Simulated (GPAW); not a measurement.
Set up this calculation in GPAW 26.7.0, as an ASE script.

* Task: single point
* Functional: PBEsol
* Potentials or basis: PAW data sets generated in the run's folder for this functional
* Cutoff: 600 eV
* Basis: pw
* k mesh: 8 × 1 × 6
* Occupations: fermi-dirac, width 0.05 eV
* Spin: no spin polarisation
* Maxiter: 150

P, a slab with vacuum:

```
CELL_PARAMETERS angstrom
3.28373 0.00000 0.00000
0.00000 34.85703 0.00000
0.00000 0.00000 4.63208
ATOMIC_POSITIONS crystal
P 0.50000 0.97026 0.90785
P 0.50000 0.02974 0.09215
P 0.00000 0.02974 0.40785
P 0.00000 0.97026 0.59215
```

The input as run:

run.py

```python
from ase import Atoms
from ase.dft.bandgap import bandgap
from ase.io import write
from ase.units import Bohr, GPa
from gpaw import GPAW, PW, setup_paths
from gpaw.elf import elf_from_dft_calculation

setup_paths.insert(0, '.')

atoms = Atoms(['P', 'P', 'P', 'P'],
              cell=[[3.28372772, 0.0, 0.0],
                    [0.0, 34.85703099, 0.0],
                    [0.0, 0.0, 4.63208471]],
              scaled_positions=[[0.5, 0.97026143, 0.90784928],
                                [0.5, 0.02973857, 0.09215072],
                                [0.0, 0.02973857, 0.40784928],
                                [0.0, 0.97026143, 0.59215072]],
              pbc=True)

calc = GPAW(mode=PW(600),
            xc='PBEsol',
            kpts={'size': (8, 1, 6), 'gamma': True},
            occupations={'name': 'fermi-dirac', 'width': 0.05},
            nbands=21,
            convergence={'density': 1e-05, 'energy': 1e-05},
            maxiter=150,
            txt='gpaw.txt')
atoms.calc = calc
energy = atoms.get_potential_energy()
forces = atoms.get_forces()
stress = atoms.get_stress()
calc.write('gs.gpw')
write('result.traj', atoms)
print(f'Energy: {energy:.6f} eV')
print('Forces (eV/A):')
print(forces.round(4))
print('Stress (GPa):', (stress / GPa).round(3))
print('Fermi level:', round(calc.get_fermi_level(), 4), 'eV')
print(f'Gap: {bandgap(calc)[0]:.4f} eV, direct: {bandgap(calc, direct=True)[0]:.4f} eV')

# fields on the real-space grid
write('density.cube', atoms, data=calc.get_pseudo_density() * Bohr**3)
write('potential.cube', atoms, data=calc.get_electrostatic_potential())
write('elf.cube', atoms, data=elf_from_dft_calculation(calc).data)
```

Potentials or basis: PAW data sets generated in the run's folder for this functional, pw.

Run with:

```bash
$ gpaw-setup -f PBEsol P
$ OMP_NUM_THREADS=1 python run.py
```

Results of the run:

| Quantity | Value |
| --- | --- |
| Largest force | 0.309 eV/Å |
| Band gap on the k mesh | 0.88 eV, direct |

It took 3.5 min on 1 thread of Intel(R) Xeon(R) Processor @ 2.50GHz (Skylake/Cascade Lake) (shared host), peak memory 0.49 GiB.
